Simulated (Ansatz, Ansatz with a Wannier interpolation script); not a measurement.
# G0W0 band structure of GaN (P6_3mc), part 2 of 2

Wanted: quasiparticle gap and band widths of GaN (P6_3mc) over the whole zone.

Ansatz 0.2.0; LDA, Wannier functions and G0W0, plane waves, PAW. Known limits of the many-body steps: not at the basis limit; no spin-orbit coupling.

So far. Step 2 (LDA bands): The gap is direct, at Γ. Step 3 (Wannier functions (Ga:4s Ga:4p N:2p) on 9×9×4): Near the gap the model misses directly solved bands by 3.5 meV r.m.s. and by 47 meV at most in the window tested. This tests the starting bands, not the corrections carried with them.

The database entry behind the starting cell differs from later determinations by our own check (about 0.3 % short, ideal inner coordinate), so it need not match the best structure at ambient conditions.

### Step 4. G0W0 at every point of the mesh: 9×9×4 mesh, 207 empty bands, screening to 160 eV, PAW set soft_1 files

G0W0 replaces the xc potential by the self-energy, built once from these orbitals. Only a window of levels is corrected, while the sums run over the empty bands that the input names.

This step: G0W0 on LDA, plane waves, PAW; PAW set soft_1.

input.yaml

```yaml
crystal:
  lattice:
    - [3.18, 0.0, 0.0]
    - [-1.59, 2.75396078, 0.0]
    - [0.0, 0.0, 5.166]
  atoms:
    - { symbol: Ga, position: [0.33333333, 0.66666667, 0.0] }
    - { symbol: Ga, position: [0.66666667, 0.33333333, 0.5] }
    - { symbol: "N", position: [0.33333333, 0.66666667, 0.375] }
    - { symbol: "N", position: [0.66666667, 0.33333333, 0.875] }
kpoints:
  mp_grid: { grid: [9, 9, 4] }
hamiltonian:
  xc: lda
  pseudopotentials: { kind: paw, azcp: { folder: soft_1 }, xc_functional: pbe }
scf:
  occupations: { method: fixed }
gw:
  n_empty_bands: 207
  ecut_chi: 160.0
  qp_bands: [v6, c2]
  screening: { model: contour_deformation }
```

Launch:

```
$ ansatz run input.yaml --threads 3 --pin off --max-ram 92160MiB --backend cuda --events-out ev --progress --plain --runs-dir out --devices 1 --max-vram 13GiB
```

Numbers of over 12 decimals in the logs are rounded to 6 here.

The log of the run:

```text
GPUs: using 1 of 1 available (devices: 1).
[...]
GPU FFT provider: cuFFT
GPU libraries: cuBLAS 13.8.2, cuFFT 12.4.0, cuSOLVER 12.3.4
Crystal: 4 atoms, lattice volume = 45.242 Å³
Basis set: ecut = 420 eV, 881 PW (Γ)
Bands: 22, of which v1, the nominal top of the filled ones, is band 18 counted from 1 (17 counted from 0)
Symmetry: 12 space group operations
[...]
k-points: 36 of 324 (time reversal used)
[...]
GPU buffer pool allocated for 20736 grid points (all kernels)
[...]
SCF iter   1: F=—  HF=-8165.425912 eV  |F-HF|=—  |Δ(HF+E_count)|=         —  Δρ=1.04e-1  dr2=4.28e0  ethr=3.10e-3  ⟨swp⟩=4.0  Hψ=2838  notcnv=0  defer=10
[...]
SCF iter   9: F=-8164.181241 eV  HF=-8164.181241 eV  |F-HF|=1.82e-12  |Δ(HF+E_count)|=   5.27e-8  Δρ=1.87e-6  dr2=1.24e-9  ethr=2.78e-10  ⟨swp⟩=3.6  Hψ=2386  notcnv=0
SCF 1 converged in 9 iterations: F = -8164.181241 eV  dr2 = 1.24e-9
[...]
G₀W₀ screening: q 1/36
[... further progress lines ...]
[...]
SCF converged after 9 iterations
Free energy (F): -8164.181241 eV
[...]
Internal energy: -8164.181241 eV  (E = F + TS)
E sigma→0 (E₀):  -8164.181241 eV
Fermi energy:    9.469352 eV
[...]
--- Band table (eV; the first three rows and the last of 36) ---
  k-point 0: bands = [... 14 lower, 8.3949, 9.4062, 9.4694, 9.4694, 11.4463, 13.6668, 18.5720, 19.2162]
  k-point 1: bands = [... 14 lower, 8.5446, 8.5446, 9.3047, 9.3047, 12.6076, 13.7808, 18.1829, 18.9180]
  k-point 2: bands = [... 14 lower, 8.9176, 8.9176, 8.9176, 8.9176, 13.7016, 13.7016, 17.8460, 17.8460]
  k-point 35: bands = [... 14 lower, 5.1878, 5.1878, 7.9447, 7.9447, 15.8480, 15.8480, 16.6575, 16.6575]
--- G₀W₀: contour deformation, 7 samples at zero and on the imaginary axis and 2 off it, 324 q-points, 207 empty bands' worth ---
  eigenvalues of the whole cell's RPA ε∞ on this k-mesh (on a slab, of 1 + 4πα/V) = 5.6470, 5.6470, 5.8182; static W/v taken at q = 0 is 0.174865
  bands read: the sum over 225 bands ends inside a degenerate multiplet in 15 slots, whose members it reads at an even weight; the widest, k=2: bands 225 to 228 (counted from 1) at 1/4 each
    ik  band        ε_KS         Σx   Σc(E_QP)       V_xc       Z   E_QP_lin       E_QP  E_QP is
     0    13      2.2471   -20.2760     4.6516   -14.9561  0.7025     1.5835     1.5789  root
     0    14      8.3949   -22.8975     3.0917   -19.2059  0.7699     7.7906     7.7950  root
     0    15      8.3949   -22.8975     3.0917   -19.2059  0.7699     7.7906     7.7950  root
     0    16      9.4062   -23.7393     2.8457   -20.3777  0.7725     8.8875     8.8904  root
     0    17      9.4694   -23.8364     2.8326   -20.4924  0.7726     8.9553     8.9580  root
     0    18      9.4694   -23.8364     2.8326   -20.4924  0.7726     8.9553     8.9580  root
     0    19     11.4463   -11.7232    -3.7478   -16.1641  0.8067    12.1431    12.1394  root
     0    20     13.6668   -10.3859    -4.5353   -15.8533  0.8138    14.6077    14.5989  root
     1    13      3.3539   -22.0470     4.5118   -16.7842  0.7138     2.5922     2.6029  root
     1    14      7.9218   -22.8499     2.9061   -19.3477  0.7702     7.3209     7.3258  root
     1    15      8.5446   -23.0368     3.0630   -19.3845  0.7703     7.9511     7.9553  root
     1    16      8.5446   -23.0368     3.0630   -19.3845  0.7703     7.9511     7.9553  root
     1    17      9.3047   -23.7143     2.8916   -20.2938  0.7722     8.7728     8.7759  root
     1    18      9.3047   -23.7143     2.8916   -20.2938  0.7722     8.7728     8.7759  root
[...]
35    16      5.1878   -20.4037     3.7596   -15.8781  0.7448     4.4073     4.4219  root
    35    17      7.9447   -22.3093     3.1676   -18.5305  0.7671     7.3287     7.3336  root
    35    18      7.9447   -22.3093     3.1676   -18.5305  0.7671     7.3287     7.3336  root
    35    19     15.8480    -9.6785    -4.9224   -15.5513  0.8076    16.8103    16.7983  root
    35    20     15.8480    -9.6785    -4.9224   -15.5513  0.8076    16.8103    16.7983  root
```

Run time: 91 s. Hardware: 1 × NVIDIA H100 80GB HBM3 (shared by 6 runs) with 3 threads of AMD EPYC 7R13 (Zen 3), shared host; peak memory 1.4 GiB.

Numbers from this step:

| Quantity | Value |
| --- | --- |
| bands summed | 225 |
| RPA ε∞ on this mesh (eigenvalues) | 5.647, 5.647, 5.818 |
| plane waves in the screening matrix | 197 |
| q-points in the mesh | 324 |
| G0W0 gap on the mesh | 3.181 eV |
| k of the valence top | 0, 0, 0 |
| k of the conduction bottom | 0, 0, 0 |
| starting gap on the mesh | 1.977 eV |
| Z at the valence top | 0.7726 |
| Z at the conduction bottom | 0.8067 |
| least direct G0W0 gap on the computed points | 3.181 eV |

The gap on the mesh goes from 1.98 eV to 3.18 eV, a correction of +1.20 eV. Between the two edge states, bare exchange in place of the xc potential would open the gap by 7.78 eV, and correlation takes back 6.58 eV.

### Step 5. Interpolating the corrections

A script adds the corrections, carried to the Wannier functions and back, to the LDA levels, along the path and on a 26×26×9 mesh.

```
G0W0 gap over the zone     : 3.181 eV
valence top at             : Γ
conduction bottom at       : Γ
starting gap over the zone : 1.977 eV
least direct G0W0 gap      : 3.181 eV
G0W0 gap on the mesh       : 3.181 eV
valence width, start       : 7.222 eV
valence width, G0W0        : 7.379 eV
gap by a rigid shift       : 3.181 eV
```

Levels solved directly plus the interpolated quasiparticle correction. Limits: finite bands, cutoff and mesh; no spin-orbit coupling. Quasiparticle bands along the path, in eV, zero at the valence-band top of each set:

```csv
point,band 15,band 16,band 17,band 18,band 19
Γ,-1.16,-0.07,0.00,0.00,3.18
halfway,-3.06,-2.19,-0.82,-0.54,5.66
M,-4.53,-2.99,-2.46,-1.08,6.21
halfway,-4.53,-3.83,-2.63,-2.06,6.90
K,-5.56,-3.28,-3.28,-2.97,6.10
halfway,-3.94,-2.59,-1.13,-1.03,6.38
Γ,-1.16,-0.07,0.00,0.00,3.18
halfway,-1.00,-1.00,-0.18,-0.18,4.40
A,-0.60,-0.60,-0.60,-0.60,5.64
halfway,-2.28,-2.28,-1.43,-1.43,6.55
L,-2.12,-2.12,-2.08,-2.08,5.57
halfway,-3.48,-3.48,-1.75,-1.75,6.64
H,-4.54,-4.54,-1.62,-1.62,7.85
halfway,-2.33,-2.33,-1.99,-1.99,7.03
A,-0.60,-0.60,-0.60,-0.60,5.64
jump to L,-2.12,-2.12,-2.08,-2.08,5.57
halfway,-3.57,-2.75,-1.88,-1.41,5.49
M,-4.53,-2.99,-2.46,-1.08,6.21
jump to H,-4.54,-4.54,-1.62,-1.62,7.85
halfway,-5.34,-3.51,-2.40,-2.40,7.18
K,-5.56,-3.28,-3.28,-2.97,6.10
```

The same for LDA:

```csv
point,band 15,band 16,band 17,band 18,band 19
Γ,-1.07,-0.06,0.00,0.00,1.98
M,-4.33,-2.81,-2.30,-1.00,4.92
K,-5.40,-3.08,-3.08,-2.75,4.97
Γ,-1.07,-0.06,0.00,0.00,1.98
A,-0.55,-0.55,-0.55,-0.55,4.23
L,-1.98,-1.98,-1.95,-1.95,4.31
H,-4.28,-4.28,-1.52,-1.52,6.38
A,-0.55,-0.55,-0.55,-0.55,4.23
L,-1.98,-1.98,-1.95,-1.95,4.31
M,-4.33,-2.81,-2.30,-1.00,4.92
H,-4.28,-4.28,-1.52,-1.52,6.38
K,-5.40,-3.08,-3.08,-2.75,4.97
```

The first set of quasiparticle bands as a text plot (rows in eV):

```
    7.7 |                                     +++            ++
    7.0 |         +    +++                   +   ++++          +
    6.4 |     ++++ ++++   +         ++++    +        ++     +   +
    5.8 |    +                    ++    ++++           ++ ++
    5.1 |   +              +     +                       +
    4.5 |  +
    3.8 | +                 +   +
    3.2 |+                   +++
    2.6 |
    1.9 |
    1.3 |
    0.6 |
    0.0 |***                *****
   -0.6 | * ***            * * * ****                 ***
   -1.3 |*** ******      ********   ***             ***   ***
   -1.9 | ***  *        *   *        * ***************   *** **
   -2.6 |  ********** **  **     *    ***  *       *     ** *  *
   -3.2 |   *   *** **   * *                *     *        **  **
   -3.9 |    *     ** * * *       ***        *   *     ** ** **
   -4.5 |     ******   ****       *  *        ***   ***     *
   -5.1 |    ****  ** * *             **                     ***
   -5.8 |        ** ******       *      *         **       **  **
   -6.4 |    **** **      *     *        *   *****       **  **
   -7.1 |****    *         *****          ***            ****
         Γ      M    K        Γ   A       L    H       A|L M|H  K
```

Minima of the lowest conduction band, from levels solved directly at the displaced points, plus the interpolated correction; masses are left empty at degenerate points, on flat bands and where the interpolated correction rules the curvature; G0W0 masses are rough. Conduction valleys, by row:

| point | k (reciprocal lattice) | valleys in the zone | G0W0 level above the valence top (eV) | LDA level above the valence top (eV) | G0W0 principal masses (m_e) | LDA principal masses (m_e) |
| --- | --- | --- | --- | --- | --- | --- |
| Γ | 0.000 0.000 0.000 | 1 | 3.181 | 1.977 | 0.183 0.199 0.199 | 0.170 0.184 0.184 |

Second differences of levels solved directly at the displaced points, plus the interpolated correction, at the quasiparticle band edges; no spin-orbit coupling; left empty where the band is flat or the interpolated correction rules the curvature. Effective masses, by row:

```csv
carrier,point,Cartesian direction,band,LDA mass (m_e),G0W0 mass (m_e)
hole,Γ,100,18,2.036,2.31
hole,Γ,100,17,0.174,0.19
hole,Γ,010,18,2.173,2.198
hole,Γ,010,17,0.174,0.189
hole,Γ,001,18,1.843,1.67
hole,Γ,001,17,1.843,1.669
hole,Γ,110,18,2.17,2.602
hole,Γ,110,17,0.174,0.188
hole,Γ,111,18,1.967,2.1
hole,Γ,111,17,0.249,0.267
electron,Γ,100,19,0.183,0.198
electron,Γ,010,19,0.183,0.198
electron,Γ,001,19,0.169,0.182
electron,Γ,110,19,0.183,0.198
electron,Γ,111,19,0.178,0.193
```

Corrections by starting level (eV, on the run's own energy scale, so only their differences matter):

| start | correction |
| --- | --- |
| -7.22 | −0.67 |
| -6.12 | −0.75 |
| -5.73 | −0.74 |
| -4.50 | −0.69 |
| -3.77 | −0.73 |
| -3.00 | −0.72 |
| -2.47 | −0.66 |
| -1.97 | −0.67 |
| -1.70 | −0.64 |
| -1.28 | −0.61 |
| -0.96 | −0.55 |
| -0.30 | −0.54 |
| -0.11 | −0.52 |
| 1.98 | +0.69 |
| 4.31 | +0.93 |
| 5.01 | +0.80 |
| 5.68 | +0.86 |
| 6.66 | +0.95 |

### Step 6. LDA+SOC bands, for comparison

The many-body steps leave out spin-orbit coupling, so its effect is taken from a two-component run, with twice the bands.

This step: DFT, LDA with spin-orbit coupling, plane waves, PAW; PAW set soft_1.

input.yaml

```yaml
crystal:
  lattice:
    - [3.18, 0.0, 0.0]
    - [-1.59, 2.75396078, 0.0]
    - [0.0, 0.0, 5.166]
  atoms:
    - { symbol: Ga, position: [0.33333333, 0.66666667, 0.0] }
    - { symbol: Ga, position: [0.66666667, 0.33333333, 0.5] }
    - { symbol: "N", position: [0.33333333, 0.66666667, 0.375] }
    - { symbol: "N", position: [0.66666667, 0.33333333, 0.875] }
kpoints:
  mp_grid: { grid: [9, 9, 4] }
  band_path:
    path:
      - [[0.0, 0.0, 0.0], [0.5, 0.0, 0.0], [0.33333333, 0.33333333, 0.0], [0.0, 0.0, 0.0], [0.0, 0.0, 0.5], [0.5, 0.0, 0.5], [0.33333333, 0.33333333, 0.5], [0.0, 0.0, 0.5]]
      - [[0.5, 0.0, 0.5], [0.5, 0.0, 0.0]]
      - [[0.33333333, 0.33333333, 0.5], [0.33333333, 0.33333333, 0.0]]
    npoints: 10
hamiltonian:
  xc: lda
  pseudopotentials: { kind: paw_fr, azcp: { folder: soft_1 }, xc_functional: pbe }
scf:
  occupations: { method: fermi_dirac, width: 0.02 }
  n_extra_bands: 10
magnetization:
  noncollinear: true
  spin_orbit: true
output:
  eigenvalues: true
```

The log of the run:

```text
[...]
GPUs: using 1 of 1 available (devices: 1).
[...]
non-collinear run that drives no moment, with spin-orbit: no starting moment large enough to seed its density (crystal.atoms[].spin), no starting occupations that ask for one, no magnetisation constraint and no magnetic field, so the semilocal B_xc is pinned to zero
[...]
GPU FFT provider: cuFFT
GPU libraries: cuBLAS 13.8.2, cuFFT 12.4.0, cuSOLVER 12.3.4
Crystal: 4 atoms, lattice volume = 45.242 Å³
Basis set: ecut = 420 eV, 881 PW (Γ)
Bands: 46, of which v1, the nominal top of the filled ones, is band 36 counted from 1 (35 counted from 0)
Symmetry: 12 space group operations + 12 with time reversal
[...]
k-points: 36 of 324 (time reversal used)
Projection manifold: j_resolved (fully-relativistic pseudo-atomic orbitals)
[...]
GPU buffer pool allocated for 20736 grid points (all kernels)
[...]
SCF iter   1: F=—  HF=-8165.572138 eV  |F-HF|=—  |Δ(HF+E_count)|=         —  Δρ=1.04e-1  dr2=4.28e0  dr2_m=0.00e0 (ungated)  ethr=3.10e-3  |M|=0.00e0 ∫|m|=0.00e0 μB  |m|>n=0.0e0 m-floor=0.0e0 τ_xc=0.0e0  β_m=0.30  ⟨swp⟩=5.2  Hψ=7005  notcnv=0
[...]
spin=Noncollinear: Resta preconditioning applied to the charge; magnetization (m_x, m_y, m_z) channels mix plain (no charge-response kernel on spin).
SCF iter   2: F=—  HF=-8164.723381 eV  |F-HF|=—  |Δ(HF+E_count)|=   8.49e-1  Δρ=6.23e-2  dr2=1.32e0  dr2_m=0.00e0 (ungated)  ethr=3.10e-3  |M|=0.00e0 ∫|m|=0.00e0 μB  |m|>n=0.0e0 m-floor=0.0e0 τ_xc=0.0e0  β_m=0.48  ⟨swp⟩=2.0  Hψ=2490  notcnv=0  defer=142
[...]
SCF iter   8: F=-8164.328305 eV  HF=-8164.328305 eV  |F-HF|=1.79e-8  |Δ(HF+E_count)|=   1.09e-6  Δρ=1.10e-5  dr2=4.75e-8  dr2_m=0.00e0 (ungated)  ethr=2.78e-10  |M|=0.00e0 ∫|m|=0.00e0 μB  |m|>n=0.0e0 m-floor=0.0e0 τ_xc=0.0e0  ⟨swp⟩=7.1  Hψ=6182  notcnv=0
SCF 1 converged in 8 iterations: F = -8164.328305 eV  dr2 = 4.75e-8
[...]
SCF converged after 8 iterations
Magnetization: |M| = 0.0000 μB,  M = (+0.0000, +0.0000, +0.0000) μB
Absolute magnetization: 0.0000 μB (∫|m|)
  site 0: m = (+0.0000, +0.0000, +0.0000) μB, |m| = 0.0000 μB  (R = 0.80 Å)
  site 1: m = (+0.0000, +0.0000, +0.0000) μB, |m| = 0.0000 μB  (R = 0.80 Å)
  site 2: m = (+0.0000, +0.0000, +0.0000) μB, |m| = 0.0000 μB  (R = 0.80 Å)
  site 3: m = (+0.0000, +0.0000, +0.0000) μB, |m| = 0.0000 μB  (R = 0.80 Å)
Free energy (F): -8164.328305 eV
[...]
Internal energy: -8164.328305 eV  (E = F + TS)
E sigma→0 (E₀):  -8164.328305 eV
Fermi energy:    10.464961 eV
[...]
--- Band table (eV; the first three rows and the last of 36) ---
  k-point 0: bands = [... 32 lower, 9.4661, 9.4661, 9.4721, 9.4721, 11.4461, 11.4461, 13.6664, 13.6664, ... 6 higher]
  k-point 1: bands = [... 32 lower, 9.2984, 9.2984, 9.3096, 9.3096, 12.6070, 12.6070, 13.7801, 13.7801, ... 6 higher]
  k-point 2: bands = [... 32 lower, 8.9266, 8.9266, 8.9266, 8.9266, 13.7007, 13.7007, 13.7007, 13.7007, ... 6 higher]
  k-point 35: bands = [... 32 lower, 7.9401, 7.9401, 7.9472, 7.9472, 15.8337, 15.8337, 15.8596, 15.8596, ... 6 higher]
```

Run time: 8.2 s. Hardware: 1 × NVIDIA H100 80GB HBM3 (shared by 6 runs) with 3 threads; peak memory 1 GiB.

Numbers from this step:

```
filled bands         : 36
gap                  : 1.974 eV
valence top at       : Γ
conduction bottom at : Γ
least direct gap     : 1.974 eV
```

The gap is that of LDA.

### Step 7. HSE06 bands, for comparison

This step: DFT, HSE06, plane waves, PAW; PAW set soft_1.

input.yaml, the sections that differ from step 6:

```yaml
kpoints:
  mp_grid: { grid: [6, 6, 4] }
  band_path:
    path:
      - [[0.0, 0.0, 0.0], [0.5, 0.0, 0.0], [0.33333333, 0.33333333, 0.0], [0.0, 0.0, 0.0], [0.0, 0.0, 0.5], [0.5, 0.0, 0.5], [0.33333333, 0.33333333, 0.5], [0.0, 0.0, 0.5]]
      - [[0.5, 0.0, 0.5], [0.5, 0.0, 0.0]]
      - [[0.33333333, 0.33333333, 0.5], [0.33333333, 0.33333333, 0.0]]
    npoints: 10
hamiltonian:
  xc: hse06
  pseudopotentials: { kind: paw, azcp: { folder: soft_1 } }
scf:
  occupations: { method: fixed }
  n_extra_bands: 5
# crystal, output: as in step 6
# magnetization: removed
```

The log of the run:

```text
[...]
GPUs: using 1 of 1 available (devices: 1).
[...]
davidson cushion auto → on  (no smearing: the cushion is to keep the highest requested band from converging to the state above it; pin scf.eigensolver.cushion to override)
[...]
GPU FFT provider: cuFFT
GPU libraries: cuBLAS 13.8.2, cuFFT 12.4.0, cuSOLVER 12.3.4
Crystal: 4 atoms, lattice volume = 45.242 Å³
Basis set: ecut = 420 eV, 881 PW (Γ)
Bands: 23, of which v1, the nominal top of the filled ones, is band 18 counted from 1 (17 counted from 0)
Symmetry: 12 space group operations
[...]
k-points: 21 of 144 (time reversal used)
[...]
GPU buffer pool allocated for 20736 grid points (all kernels)
[...]
SCF iter   1: F=—  HF=-8337.158529 eV  |F-HF|=—  |Δ(HF+E_count)|=         —  Δρ=1.15e-1  dr2=5.23e0  ethr=1.00e-1  ⟨swp⟩=4.4  Hψ=1440  notcnv=0
[...]
SCF iter   5: F=-8335.809689 eV  HF=-8335.809730 eV  |F-HF|=4.01e-5  |Δ(HF+E_count)|=   3.91e-3  Δρ=9.22e-4  dr2=1.69e-4  ethr=2.28e-5  ⟨swp⟩=3.1  Hψ=1408  notcnv=0  defer=1
SCF 1 stopped early in 5 iterations: F = -8335.809689 eV  dr2 = 1.69e-4
[...]
GPU FFT provider: cuFFT
GPU libraries: cuBLAS 13.8.2, cuFFT 12.4.0, cuSOLVER 12.3.4
[...]
GPU buffer pool allocated for 20736 grid points (all kernels)
[...]
GPU libraries: cuBLAS 13.8.2, cuFFT 12.4.0, cuSOLVER 12.3.4
GPU buffer pool allocated for 20736 grid points (all kernels)
[...]
Frozen-core exchange: fock
SCF iter   1: F=—  HF=-8336.815067 eV  |F-HF|=—  |Δ(HF+E_count)|=         —  Δρ=8.93e-5  dr2=3.50e-6  ethr=1.17e-6  ⟨swp⟩=3.1  Hψ=1179  notcnv=0
[...]
SCF iter   3: F=-8336.815070 eV  HF=-8336.815070 eV  |F-HF|=6.42e-8  |Δ(HF+E_count)|=   1.39e-6  Δρ=1.14e-5  dr2=2.93e-8  ethr=1.26e-10  ⟨swp⟩=5.2  Hψ=2068  notcnv=0  defer=1
SCF 3 converged in 3 iterations: F = -8336.815070 eV  dr2 = 2.93e-8
hybrid outer 2: dexx = +1.147e-6 eV, tail = 1.98e-7 eV, Δε = 3.13e-3 eV (about 1.94e-4 eV left of the loop's levels)
the search or the solves at the SCF's close seem to have found levels that the self-consistency loop had missed (the run counts 1). By its estimate they hold under 1e-12 electrons; where the run keeps them, the occupations were computed again with them
[...]
hybrid SCF converged: 2 outer / 8 inner (+5 warm-up), last move |dexx| = 1.15e-6 eV, tail = 1.98e-7 eV
Stability not checked: this state was not tested for a lower state beside it, because the functional holds exact exchange (a hybrid, or Hartree-Fock), whose exchange loop this test does not read (fock_operator; see scf.lower_state_search)
Free energy (F): -8336.815069 eV
Frozen-core exchange: fock
[...]
Internal energy: -8336.815069 eV  (E = F + TS)
E sigma→0 (E₀):  -8336.815069 eV
Fermi energy:    9.004263 eV
[...]
--- Band table (eV; the first three rows and the last of 21) ---
  k-point 0: bands = [... 14 lower, 7.8565, 8.9461, 9.0043, 9.0043, 12.2385, 14.7394, 20.0237, 20.5181, ... 1 higher]
  k-point 1: bands = [... 14 lower, 8.0166, 8.0166, 8.8282, 8.8282, 13.4316, 14.8525, 19.5719, 20.2448, ... 1 higher]
  k-point 2: bands = [... 14 lower, 8.4146, 8.4146, 8.4146, 8.4146, 14.7091, 14.7091, 19.1524, 19.1524, ... 1 higher]
  k-point 20: bands = [... 14 lower, 4.4628, 4.4628, 7.3925, 7.3925, 16.9680, 16.9680, 17.7224, 17.7224, ... 1 higher]
```

Wall time 77 s (1 × NVIDIA H100 80GB HBM3 (shared by 6 runs) with 3 threads); peak memory 1.3 GiB; 3.1 min of CPU time.

Numbers from this step:

```yaml
filled_bands: 18
gap: 3.234 eV
valence_top_at: Γ
conduction_bottom_at: Γ
least_direct_gap: 3.234 eV
```

The gap stands +1.26 eV against LDA.

### Step 8. Summary of results

```json
{
  "LDA gap": "1.98 eV",
  "G0W0 gap over the zone": "3.18 eV, direct",
  "least direct G0W0 gap, in the model": "3.18 eV",
  "with the spin-orbit change": "3.18 eV",
  "GW settings": "9×9×4 mesh, 207 empty bands, screening to 160 eV, PAW set soft_1 files",
  "known limits": "not at the basis limit; no spin-orbit coupling"
}
```

**Reading.** The Wannier model follows the LDA bands to 3 meV r.m.s. near the gap. The G0W0 gap over the zone is 3.18 eV, direct, from Γ to Γ; on the mesh alone it is 3.18 eV, nearly the same. The valence width in the model goes from 7.22 eV to 7.38 eV. At the band edge the lightest electron mass is 0.17 m_e at the start and 0.18 m_e in G0W0; the G0W0 masses rest on corrections from the 9×9×4 mesh alone and are rough. LDA+SOC gives a gap of 1.97 eV on the same path, a spin-orbit change of −0.003 eV that would bring the G0W0 gap to 3.18 eV. HSE06 gives a gap of 3.23 eV on the same path. Bands and cutoff are finite, so the gap is not at the basis limit. The miss can reach some tenths of an eV and take either sign; the mesh is an error of its own. Beside the filled d shell of Ga, one-shot G0W0 from a semilocal start often leaves the gap short. Above the frozen window of the model the interpolated levels need not meet the computed ones, even at points of the mesh.

[Paths, hosts, dates, memory and timing lines, banners, echoed tables and standing remarks are left out of the program output.]

[Logs are printed without paths, hosts, clocks, repeated set-up lines and the standing remarks that a program may print on its own settings, such as how far it seeks lower states.]

[Runs of the session that timed out or met a known fault of the program may be left out.]

[Hosts, paths, dates, database ids (printed as entryN), source tags and the programs' standing remarks are cut or masked in the printed files.]
